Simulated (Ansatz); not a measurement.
# CoO (Fm-3m): one cell, many starting occupations (series 2), part 3 of 3

DFT+U has many self-consistent solutions. How far apart do the states of CoO (Fm-3m) lie when only the starting occupations change? Cell and atoms stay fixed.

Ansatz 0.2.0; DFT LDA+U (U_eff = 4 eV on Co d), plane waves, PAW. The steps go on from the part before.

### 4 Random orbitals: fully mixed, one electron more

input.yaml

```yaml
crystal:
  lattice:
    - [0.0, 2.13150166, 2.13150166]
    - [2.13150166, 0.0, 2.13150166]
    - [2.13150166, 2.13150166, 0.0]
  atoms:
    - { symbol: Co, position: [0.0, 0.0, 0.0], spin: 2.0, spin_axis: [1.0, 0.0, 0.0] }
    - { symbol: O, position: [0.5, 0.5, 0.5] }
basis:
  ecutwfc: 420
  ecutrho_ratio: 4
kpoints:
  mp_grid: { grid: [8, 8, 8] }
hamiltonian:
  xc: lda
  hubbard:
    sites:
      - { site: 0, l: d, u_eff: 4.0, starting_ns: [{ occupation_matrix: s0 }] }
    occupation_matrices:
      s0:
        spinor_matrix:
          - [[0.75145, 0.0], [-0.10153, -0.10709], [0.03432, 0.05446], [0.02316, 0.10069], [-0.13858, 0.01581], [0.21855, 0.0], [0.10153, 0.10709], [-0.03432, -0.05446], [-0.02316, -0.10069], [0.13858, -0.01581]]
          - [[-0.10153, 0.10709], [0.82393, 0.0], [0.10189, 0.0857], [-0.00622, 0.04725], [0.02008, 0.07661], [0.10153, -0.10709], [0.14607, 0.0], [-0.10189, -0.0857], [0.00622, -0.04725], [-0.02008, -0.07661]]
          - [[0.03432, -0.05446], [0.10189, -0.0857], [0.74697, 0.0], [0.03625, -0.13543], [-0.08236, 0.08881], [-0.03432, 0.05446], [-0.10189, 0.0857], [0.22303, 0.0], [-0.03625, 0.13543], [0.08236, -0.08881]]
          - [[0.02316, -0.10069], [-0.00622, -0.04725], [0.03625, 0.13543], [0.82342, 0.0], [0.11662, -0.04402], [-0.02316, 0.10069], [0.00622, 0.04725], [-0.03625, -0.13543], [0.14658, 0.0], [-0.11662, 0.04402]]
          - [[-0.13858, -0.01581], [0.02008, -0.07661], [-0.08236, -0.08881], [0.11662, 0.04402], [0.75422, 0.0], [0.13858, 0.01581], [-0.02008, 0.07661], [0.08236, 0.08881], [-0.11662, -0.04402], [0.21578, 0.0]]
          - [[0.21855, 0.0], [0.10153, 0.10709], [-0.03432, -0.05446], [-0.02316, -0.10069], [0.13858, -0.01581], [0.75145, 0.0], [-0.10153, -0.10709], [0.03432, 0.05446], [0.02316, 0.10069], [-0.13858, 0.01581]]
          - [[0.10153, -0.10709], [0.14607, 0.0], [-0.10189, -0.0857], [0.00622, -0.04725], [-0.02008, -0.07661], [-0.10153, 0.10709], [0.82393, 0.0], [0.10189, 0.0857], [-0.00622, 0.04725], [0.02008, 0.07661]]
          - [[-0.03432, 0.05446], [-0.10189, 0.0857], [0.22303, 0.0], [-0.03625, 0.13543], [0.08236, -0.08881], [0.03432, -0.05446], [0.10189, -0.0857], [0.74697, 0.0], [0.03625, -0.13543], [-0.08236, 0.08881]]
          - [[-0.02316, 0.10069], [0.00622, 0.04725], [-0.03625, -0.13543], [0.14658, 0.0], [-0.11662, 0.04402], [0.02316, -0.10069], [-0.00622, -0.04725], [0.03625, 0.13543], [0.82342, 0.0], [0.11662, -0.04402]]
          - [[0.13858, 0.01581], [-0.02008, 0.07661], [0.08236, 0.08881], [-0.11662, -0.04402], [0.21578, 0.0], [-0.13858, -0.01581], [0.02008, -0.07661], [-0.08236, -0.08881], [0.11662, 0.04402], [0.75422, 0.0]]
    ns_hold: { iters: 5 }
scf:
  occupations: { method: gaussian, width: 0.05 }
  lower_state_search: "off"
  max_iter: 150
output:
  forces: true
  stress: true
  eigenvalues: true
  populations: true
  hubbard: { sites: [{ site: 0, l: d }] }
magnetization:
  noncollinear: true
  spin_orbit: true
```

The typed matrices are held for 5 cycles. This run includes spin–orbit coupling.

Started as:

```bash
$ ansatz run input.yaml --threads 2 --pin off --max-ram 3072MiB --backend cpu --events-out ev --progress --plain --runs-dir out
```

Standard output:

```text
Warning: crystal.symmetry: narrowed to the stabiliser of the occupation matrices — unitary ops 8 → 2, anti-unitary 8 → 0; lowered by the specified shell (site 0, l: d); largest admitted image defect 4.4e-16, smallest excluded 2.0e-1 — at a splitting's scale: the group the occupation matrices' own texture admits
Warning: output.stress: scf.convergence.dr2_threshold = 1e-7 eV (the SCF's general default) is looser than the 2e-10 eV advised for a printed stress (1e-10 eV for each atom of the cell: 2). What an SCF threshold leaves in a stress goes as its square root, and in the free energy as the threshold itself, and one threshold admits the most on a small cell: of the crystals measured, under no hybrid functional and no lock of the moments, on runs that ended without the residual-converged pass, on stresses that held no estimate of that error, the worst erred by over 100 MPa in a component at 1e-7 eV an atom and by under 5 at 1e-10. Set scf.convergence.dr2_threshold to 2e-10 eV or tighter. The threshold is an SCF's pass mark: one that does not reach it within its budget of iterations ends unconverged, or closes short of it on a stop that the run arms, and scf.convergence.dr2_threshold's page says what that costs each kind of run
Warning: RAYON_NUM_THREADS=2 ignored (pool sized by the plan → 2); use --threads N
Co: projections on atomic orbitals take those of the free atom [Ne] 3s2 3p6 3d7 4s2, of charge +0.00 (hamiltonian.pseudopotentials.projection_atoms); the dataset's partial waves leave at most 1.4e-9 of an orbital's norm unspanned inside its sphere
O: projections on atomic orbitals take those of the free atom [He] 2s2 2p4, of charge +0.00 (hamiltonian.pseudopotentials.projection_atoms); the dataset's partial waves leave at most 1.5e-11 of an orbital's norm unspanned inside its sphere
Engine: ansatz 0.2.0, aarch64-unknown-linux-gnu
Pseudopotentials: kind: paw_fr
Pseudopotential: Co, paw_fr, valence charge 17, recommended cutoff 420 eV (normal), Co.paw.azcp#standard-fr
Pseudopotential: O, paw_fr, valence charge 6, recommended cutoff 420 eV (normal), O.paw.azcp#standard-fr
Functional definition: SPW92
  exchange = slater_x
  correlation = pw_c
Crystal: 2 atoms, lattice volume = 19.368 Å³
Basis set: ecut = 420 eV, 339 PW (Γ)
Bands: 32, of which v1, the nominal top of the filled ones, is band 23 counted from 1 (22 counted from 0)
Symmetry: 2 space group operations
k-points: 260 of 512
Projection manifold: j_resolved (fully-relativistic pseudo-atomic orbitals)
Non-local potential: Co, projectors of the file, l = 0: 3, l = 1: 4, l = 2: 6, l = 3: 2
Non-local potential: O, projectors of the file, l = 0: 2, l = 1: 4, l = 2: 2
PAW form: soft (Blöchl's): semilocal exchange-correlation on the pseudo side does not see the compensation charge
PAW frozen core: Co, regenerated for the run's functional, and the local potential with it (the file was generated under x = pbe(κ = 0.804, μ = 0.2195149727645171), c = pbe(β = 0.06672455060314922))
PAW frozen core: O, regenerated for the run's functional, and the local potential with it (the file was generated under x = pbe(κ = 0.804, μ = 0.2195149727645171), c = pbe(β = 0.06672455060314922))
PAW one-centre angular grid: Co, 590 points (default); XC on 64 Gauss nodes
PAW one-centre angular grid: O, 110 points (default); XC on 64 Gauss nodes
Initial density: superposition of atomic densities (chi_scale 0.1, normalization cell, long waves kept (reshape's long-wave potential 0.00 eV rms))
Starting moments: Σ|m| = 2 μB on 1 of 2 sites
Initial wavefunctions: pseudopotential atomic-orbital guess
Functional: x = slater, c = lda
SCF iter   1: F=—  HF=-5617.113713 eV  |F-HF|=—  |Δ(HF+E_count)|=         —  Δρ=4.04e-1  dr2=2.54e1  dr2_m=5.77e-1  ethr=3.10e-3  |M|=1.35e0 ∫|m|=1.40e0 μB  |m|>n=0.0e0 m-floor=0.0e0 τ_xc=0.0e0  β_m=0.30  ⟨swp⟩=6.8  Hψ=42145  notcnv=0  defer=69
preconditioner: auto → none  [metal: Δε(μ)=0.002 eV  Ē_g=13.304 eV  σ=0.050 eV  W_gap=0.02  n_scr=8 (ndim 8)  ℏωp=32.7 eV  f_vac=0.000  D(μ)=1.34/eV (n_scr^D=14)  sad-step TF]
SCF iter   2: F=—  HF=-5613.962374 eV  |F-HF|=—  |Δ(HF+E_count)|=    3.15e0  Δρ=1.03e-1  dr2=5.24e-1  dr2_m=4.75e-1  ethr=3.10e-3  |M|=2.13e0 ∫|m|=2.13e0 μB  |m|>n=0.0e0 m-floor=0.0e0 τ_xc=5.0e-20  β_m=1.00  ⟨swp⟩=3.0  Hψ=19076  notcnv=0  defer=1000
SCF iter   3: F=—  HF=-5613.724409 eV  |F-HF|=—  |Δ(HF+E_count)|=   2.38e-1  Δρ=5.86e-2  dr2=1.80e-1  dr2_m=1.53e-2  ethr=2.28e-3  |M|=2.21e0 ∫|m|=2.21e0 μB  |m|>n=0.0e0 m-floor=0.0e0 τ_xc=1.3e-19  β_m=1.00  ⟨swp⟩=3.0  Hψ=17687  notcnv=0  defer=996
SCF iter   4: F=—  HF=-5613.739902 eV  |F-HF|=—  |Δ(HF+E_count)|=   1.55e-2  Δρ=3.02e-2  dr2=8.63e-3  dr2_m=4.09e-2  ethr=7.81e-4  |M|=2.37e0 ∫|m|=2.37e0 μB  |m|>n=0.0e0 m-floor=0.0e0 τ_xc=1.8e-19  β_m=1.00  ⟨swp⟩=2.6  Hψ=14736  notcnv=0  defer=998
SCF iter   5: F=—  HF=-5613.791983 eV  |F-HF|=—  |Δ(HF+E_count)|=   5.21e-2  Δρ=2.88e-2  dr2=3.76e-2  dr2_m=3.70e-2  ethr=3.75e-5  |M|=2.53e0 ∫|m|=2.53e0 μB  |m|>n=0.0e0 m-floor=0.0e0 τ_xc=2.3e-19  β_m=1.00  ⟨swp⟩=2.1  Hψ=17449  notcnv=0  defer=980
SCF iter   6: F=—  HF=-5613.817457 eV  |F-HF|=—  |Δ(HF+E_count)|=   2.55e-2  Δρ=1.08e-2  dr2=1.37e-2  dr2_m=5.38e-3  ethr=3.75e-5  |M|=2.58e0 ∫|m|=2.59e0 μB  |m|>n=0.0e0 m-floor=0.0e0 τ_xc=3.0e-19  β_m=1.00  ⟨swp⟩=2.0  Hψ=14424  notcnv=0  defer=980
Mixer restart at iter 6: flushing history
SCF iter   7: F=—  HF=-5614.090588 eV  |F-HF|=—  |Δ(HF+E_count)|=         —  Δρ=3.89e-2  dr2=6.16e-2  dr2_m=6.77e-2  ethr=3.75e-5  |M|=2.78e0 ∫|m|=2.78e0 μB  |m|>n=0.0e0 m-floor=0.0e0 τ_xc=3.3e-19  β_m=1.00  ⟨swp⟩=2.1  Hψ=11503  notcnv=0  defer=980
SCF iter   8: F=—  HF=-5614.344588 eV  |F-HF|=—  |Δ(HF+E_count)|=   2.54e-1  Δρ=2.58e-2  dr2=2.45e-2  dr2_m=3.02e-2  ethr=3.75e-5  |M|=2.88e0 ∫|m|=2.88e0 μB  |m|>n=0.0e0 m-floor=0.0e0 τ_xc=4.4e-19  β_m=1.00  ⟨swp⟩=2.3  Hψ=17732  notcnv=0  defer=990
SCF iter   9: F=—  HF=-5614.599852 eV  |F-HF|=—  |Δ(HF+E_count)|=   2.55e-1  Δρ=1.89e-2  dr2=1.66e-2  dr2_m=1.66e-2  ethr=3.75e-5  |M|=2.96e0 ∫|m|=2.96e0 μB  |m|>n=0.0e0 m-floor=0.0e0 τ_xc=5.3e-19  β_m=0.30  ⟨swp⟩=2.1  Hψ=12846  notcnv=0  defer=990
[... 1 line left out ...]
spin-set hold released at iteration 9 (site moments contracting): the magnetisation degrees of freedom join the quasi-Newton model from the next iteration; the mixer history was flushed
[... 41 lines left out ...]
SCF iter  51: F=—  HF=-5615.406083 eV  |F-HF|=—  |Δ(HF+E_count)|=   6.13e-7  Δρ=3.78e-5  dr2=3.50e-8  dr2_m=1.35e-7  ethr=1.89e-10  |M|=2.99e0 ∫|m|=3.00e0 μB  |m|>n=0.0e0 m-floor=0.0e0 τ_xc=2.0e-17  β_m=0.99  ⟨swp⟩=5.5  Hψ=34376  notcnv=0
SCF iter  52: F=—  HF=-5615.406084 eV  |F-HF|=—  |Δ(HF+E_count)|=   5.29e-7  Δρ=2.97e-5  dr2=9.84e-9  dr2_m=9.67e-8  ethr=1.52e-10  |M|=2.99e0 ∫|m|=3.00e0 μB  |m|>n=0.0e0 m-floor=0.0e0 τ_xc=2.0e-17  β_m=0.99  ⟨swp⟩=5.1  Hψ=34076  notcnv=0
SCF iter  53: F=—  HF=-5615.406084 eV  |F-HF|=—  |Δ(HF+E_count)|=   4.65e-7  Δρ=3.07e-5  dr2=7.04e-8  dr2_m=9.95e-8  ethr=4.28e-11  |M|=2.99e0 ∫|m|=3.00e0 μB  |m|>n=0.0e0 m-floor=0.0e0 τ_xc=2.0e-17  β_m=1.00  ⟨swp⟩=7.0  Hψ=39185  notcnv=0  recentre
SCF iter  54: F=—  HF=-5615.406085 eV  |F-HF|=—  |Δ(HF+E_count)|=   5.21e-7  Δρ=2.68e-5  dr2=1.02e-8  dr2_m=7.33e-8  ethr=4.28e-11  |M|=2.99e0 ∫|m|=3.00e0 μB  |m|>n=0.0e0 m-floor=0.0e0 τ_xc=2.0e-17  β_m=1.00  ⟨swp⟩=7.0  Hψ=38021  notcnv=0
SCF iter  55: F=—  HF=-5615.406086 eV  |F-HF|=—  |Δ(HF+E_count)|=   9.27e-7  Δρ=2.08e-5  dr2=2.39e-8  dr2_m=4.43e-8  ethr=4.28e-11  |M|=2.99e0 ∫|m|=3.00e0 μB  |m|>n=0.0e0 m-floor=0.0e0 τ_xc=2.0e-17  β_m=1.00  ⟨swp⟩=6.3  Hψ=36533  notcnv=0
SCF iter  56: F=—  HF=-5615.406086 eV  |F-HF|=—  |Δ(HF+E_count)|=   3.13e-7  Δρ=1.70e-5  dr2=1.76e-8  dr2_m=2.93e-8  ethr=4.28e-11  |M|=2.99e0 ∫|m|=3.00e0 μB  |m|>n=0.0e0 m-floor=0.0e0 τ_xc=2.0e-17  β_m=1.00  ⟨swp⟩=5.8  Hψ=35231  notcnv=0
SCF iter  57: F=—  HF=-5615.406086 eV  |F-HF|=—  |Δ(HF+E_count)|=   8.95e-8  Δρ=1.62e-5  dr2=2.55e-8  dr2_m=2.62e-8  ethr=4.28e-11  |M|=2.99e0 ∫|m|=3.00e0 μB  |m|>n=0.0e0 m-floor=0.0e0 τ_xc=2.0e-17  β_m=1.00  ⟨swp⟩=5.0  Hψ=32200  notcnv=0
SCF iter  58: F=—  HF=-5615.406086 eV  |F-HF|=—  |Δ(HF+E_count)|=   1.12e-7  Δρ=1.48e-5  dr2=8.84e-9  dr2_m=2.23e-8  ethr=4.28e-11  |M|=2.99e0 ∫|m|=3.00e0 μB  |m|>n=0.0e0 m-floor=0.0e0 τ_xc=2.0e-17  β_m=1.00  ⟨swp⟩=5.0  Hψ=29387  notcnv=0
SCF iter  59: F=—  HF=-5615.406086 eV  |F-HF|=—  |Δ(HF+E_count)|=   1.18e-7  Δρ=1.81e-5  dr2=3.42e-8  dr2_m=2.09e-8  ethr=3.84e-11  |M|=2.99e0 ∫|m|=3.00e0 μB  |m|>n=0.0e0 m-floor=0.0e0 τ_xc=2.0e-17  β_m=1.00  ⟨swp⟩=5.0  Hψ=32617  notcnv=0
SCF iter  60: F=-5615.406087 eV  HF=-5615.406087 eV  |F-HF|=4.47e-8  |Δ(HF+E_count)|=   2.74e-7  Δρ=1.56e-5  dr2=2.71e-8  dr2_m=1.50e-8  ethr=3.84e-11  |M|=2.99e0 ∫|m|=3.00e0 μB  |m|>n=0.0e0 m-floor=0.0e0 τ_xc=2.0e-17  ⟨swp⟩=5.0  Hψ=33772  notcnv=0
WARN: hamiltonian.hubbard: on 1 of 1 specified blocks the occupation matrix of this SCF's result fails the test of the specified filling. At site 0 (sites count from 0 in the list of atoms of the cell that this SCF solves) the least filled combination of the orbitals specified full has occupation 0.123, and the fullest combination of the orbitals specified empty has occupation 0.861; the filling counts as kept where the first is at least 0.75 and exceeds the second by more than 0.25. The state of this SCF's result may not hold the specified filling, though these bounds can also misjudge a state that does. This warning does not say which state is lower in energy, or whether the specified filling is a self-consistent state at all; see hamiltonian.hubbard.sites[].starting_ns, Limitations, and scf.initial_density.shell_occupations in the input reference
SCF 1 converged in 60 iterations: F = -5615.406087 eV  dr2 = 2.71e-8
SCF converged after 60 iterations
Magnetization: |M| = 2.9932 μB,  M = (-1.1730, +1.6859, -2.1774) μB
Absolute magnetization: 2.9971 μB (∫|m|, with the PAW one-centre terms)
Moment direction: turned by 1.9595 rad
  site 0: m = (-1.0095, +1.4509, -1.8738) μB, |m| = 2.5759 μB  (R = 0.88 Å)
  site 1: m = (-0.0980, +0.1409, -0.1820) μB, |m| = 0.2501 μB  (R = 0.88 Å)
Free energy (F): -5615.406087 eV
Harris-Foulkes:  -5615.406087 eV  (|F-HF|=4.47e-8)
Internal energy: -5615.406087 eV  (E = F + TS)
E sigma→0 (E₀):  -5615.406087 eV
Fermi energy:    13.503394 eV
--- Per-component energies (eV) ---
  E_band       = -325.144854
  E_kinetic    = 615.769469
  E_local      = -3437.720083  (includes V_loc(G=0)·N_el)
  E_nonlocal   = 520.334577
  E_hartree    = 1404.788345
  E_xc         = -225.580454
  E_vxc        = -291.919770  (∫ρ·V_xc dr)
  E_hubbard    = 0.664200  (on-site DFT+U / exact-exchange correction)
  E_vhub       = -13.278589  (the Hubbard potential's part of the band-sum identity)
  E_paw        = -1602.119122  (= ΣΔE_a)
  E_vpaw       = -527.903384  (= ΣTr[D̂ρ^β])
  E_aug_tail   = 0.002545  (compensation charges beyond the density's cutoff)
  E_ewald      = -2892.062814
  E_core_change = 0.517249  (= ΣΔE_core)
  E_smearing   = -0.000000  (= −TS)
  E_closure    = 0.000000  (closes the sum)
  Σ components = -5615.406087   (vs F -5615.406087, Δ=0.00e0)
--- Hubbard shell moments (per corrected site; Tr N, ν in electrons; μ in μ_B) ---
  shell 0: Tr N=7.3035  μ_S=(-1.0457, +1.5030, -1.9410)  μ_L=(-0.4237, +0.6099, -0.7953)  μ=(-1.4695, +2.1129, -2.7363)  ν=0.0715 along (-0.392, +0.563, -0.727)
--- Specified on-site occupations, and those of the state reported ---
  electrons in the specified blocks: 7.8000 specified, 7.3035 found
  site 0 (l=d): largest change of an orbital's occupation 0.9019; electrons 7.8000 specified, 7.3035 found; spectral distance 0.8392
--- Forces (eV/Å), atoms counted from 1 ---
  atom   1  Co     0.00000000     0.00000000     0.00000000
  atom   2  O      0.00000000     0.00000000     0.00000000
  max |Σ_I F_I| component: 0.00e0 eV/Å
--- Stress (GPa, compression-positive) ---
       -8.291443       0.273409       0.110897
        0.273508      -8.524222      -0.106132
        0.111600      -0.105862      -8.827103
  P = ⅓ Tr σ = -8.5476 GPa (-85.476 kbar)
--- Band table (eV; the first three rows and the last of 260) ---
  k-point 0: bands = ["-82.8586", "-79.8085", "-47.5321", "-46.5278", "-46.0458", "-43.9362", "-43.1999", "-43.0249", "-6.2711", "-5.8377", "7.6504", "8.0269", "8.0518", "8.2383", "8.5620", "10.2585", "10.3429", "10.5711", "10.6096", "10.6122", "11.0525", "11.0569", "11.0842", "14.0578", "14.3812", "14.4767", "14.5226", "14.9679", "29.9277", "30.0940", "31.0838", "31.2374"]
  k-point 1: bands = ["-82.8581", "-79.8080", "-47.5341", "-46.5300", "-46.0488", "-43.9389", "-43.2026", "-43.0283", "-6.0993", "-5.6644", "7.5126", "7.6306", "7.7809", "8.0226", "8.5668", "9.4263", "9.9903", "10.0115", "10.6621", "10.9673", "11.0636", "11.0985", "11.1706", "14.2052", "14.9009", "14.9475", "15.4219", "16.0064", "27.4850", "28.0383", "30.4247", "30.6329"]
  k-point 2: bands = ["-82.8571", "-79.8067", "-47.5391", "-46.5351", "-46.0559", "-43.9451", "-43.2091", "-43.0361", "-5.6520", "-5.2131", "6.5959", "6.8934", "6.9471", "7.6644", "8.1049", "8.7861", "9.4033", "9.7475", "9.9838", "11.2024", "11.4308", "11.9319", "11.9712", "14.5225", "15.7521", "15.8361", "17.1028", "17.6827", "24.7225", "25.3825", "28.5483", "28.7439"]
  k-point 259: bands = ["-82.8560", "-79.8048", "-47.5484", "-46.5376", "-46.0685", "-43.9561", "-43.2113", "-43.0507", "-4.9122", "-4.4664", "4.7865", "5.7080", "6.1982", "6.2300", "8.4825", "8.8020", "9.1715", "9.3419", "10.0294", "11.7063", "11.7914", "12.9131", "12.9444", "15.0796", "16.8398", "16.9307", "18.2913", "18.7270", "22.6940", "23.4462", "26.3713", "26.5350"]
Occupation matrices written to <dir>
--- Löwdin populations: 2 sites ---
  site symbol       q [e]
     0     Co     15.8362
     1      O      7.0314
  spilling = 0.005759 (of n_electrons = 23.000000)
--- Occupation matrices: 1 shell (run DFT+U table (all-electron-ortho-atomic); ε = 2.00e-2, under-converged) ---
  Co0 d_3D: site group Oh (m-3m)
  Co0 d_3D spinor Tr n = 7.3035  λ = 0.056 0.140 0.143 0.987 0.988 0.996 0.996 0.998 0.999 0.999  [xy 0.34 (T2g 1.00) E5/2g(0.66) | 2× z2 0.49 (Eg 0.98) G3/2g(1.00) | 7× yz 0.24 (T2g 0.71) G3/2g(0.81)]
  specified occupation → Co0 d_3D spinor: matrix, ‖Δ‖_F = 1.8307, Tr Δ = +0.4965, displaced = 2.1001, d_λ = 0.8392; orbital distance = 1.6766
  Tr n, λ and their labels are of the run-group-symmetrised matrices; stabiliser: 2 of 96 elements of G0×{1,Θ} (closed), max defect 1.1e-15 at τ = 5.2e-3
```

Wall time 5.2 min (2 threads of Arm Neoverse N1, shared host); peak memory 0.79 GiB.

It ends with a gap on the mesh of 1.11 eV, pressure -8.5 GPa, moments in spheres Co1 (-1.01, 1.45, -1.87); O2 (-0.10, 0.14, -0.18) μB, largest force component 0.00 eV/Å, 2 symmetry operations imposed. The program reports that the typed filling wasn't kept.

How the shells are filled (orbitals counted by the eigenvalues of the occupation matrices):

| shell | channel | electrons | over 0.8 | 0.2 to 0.8 | under 0.2 |
| --- | --- | --- | --- | --- | --- |
| Co 3d (atom 1) | both spins | 7.30 | 7 | 0 | 3 |

Spin moments on the atoms, as numbers:

| atom | x (μB) | y (μB) | z (μB) |
| --- | --- | --- | --- |
| Co1 | -1.01 | 1.45 | -1.87 |
| O2 | -0.10 | 0.14 | -0.18 |

### 5 Results

What follows sums up all 3 parts.

Energies count from the lowest free state with spin–orbit coupling and have the smearing extrapolated to zero.

| start | energy (meV/atom) | gap (eV) | pressure (GPa) | largest moment (μB) | SCF cycles | time |
| --- | --- | --- | --- | --- | --- | --- |
| random orbitals: fully mixed, one electron more | 0.0 | 1.11 | -8.5 | 2.58 | 60 | 5.2 min |
| natural orbitals of the symmetric run, filled by rank (earlier series) | 13.9 | 1.01 | -8.8 | 2.57 | 24 | 67 s |
| random orbitals: single harmonics, second filling | 48.9 | 0.93 | -8.9 | 2.57 | 44 | 2.4 min |
| random orbitals: single harmonics, first filling | 80.4 | metal | -7.9 | 2.55 | 39 | 79 s |

The 4 free runs with spin–orbit coupling end at 4 energies more than 1 meV/atom apart (states closer than that can still differ), spread over 80 meV/atom; the lowest came from «random orbitals: fully mixed, one electron more». Their gaps on the mesh range from zero to 1.11 eV, so the gap depends on the state reached. The lowest state found need not be the ground state, and the geometry wasn't relaxed for any of them.
